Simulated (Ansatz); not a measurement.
Strain response of Rb

Computed with DFT PBE, scalar-relativistic, plane waves, PAW in Ansatz 0.2.0. (420 eV cutoff, 8×6×6 k-mesh, Gaussian smearing of 0.10 eV, no spin polarisation)

Reference structure (relaxed):

```xyz
4
Lattice="5.0270 0.0000 0.0000 0.0000 8.8056 0.0000 0.0000 0.0000 8.2095" Properties=species:S:1:pos:R:3 pbc="T T T"
Rb    0.0000    1.4383    2.0524
Rb    2.5135    2.9645    6.1571
Rb    2.5135    5.8411    2.0524
Rb    0.0000    7.3674    6.1571
```

Deformation: shear that moves c along a by the strain times its height over the a-b plane, the cell held and the atoms relaxed, all within the symmetry that the strain leaves. Energies are extrapolated to zero smearing.

| strain (%) | ΔE (meV/atom) | a (Å) | b (Å) | c (Å) |
| --- | --- | --- | --- | --- |
| -6.0 | 0.8 | 5.027 | 8.806 | 8.224 |
| -4.0 | 0.3 | 5.027 | 8.806 | 8.216 |
| -2.0 | 0.1 | 5.027 | 8.806 | 8.211 |
| +0.0 | 0.0 | 5.027 | 8.806 | 8.210 |
| +2.0 | 0.1 | 5.027 | 8.806 | 8.211 |
| +4.0 | 0.3 | 5.027 | 8.806 | 8.216 |
| +6.0 | 0.8 | 5.027 | 8.806 | 8.224 |

**Question.** What stiffness (1/V) d²E/dε² at zero strain does a cubic fit over all points give?

**Answer.** A cubic fit gives (1/V) d²E/dε² = 1 GPa at zero strain (the shear constant for this plane and direction).

This form isn't the element's structure at ambient conditions.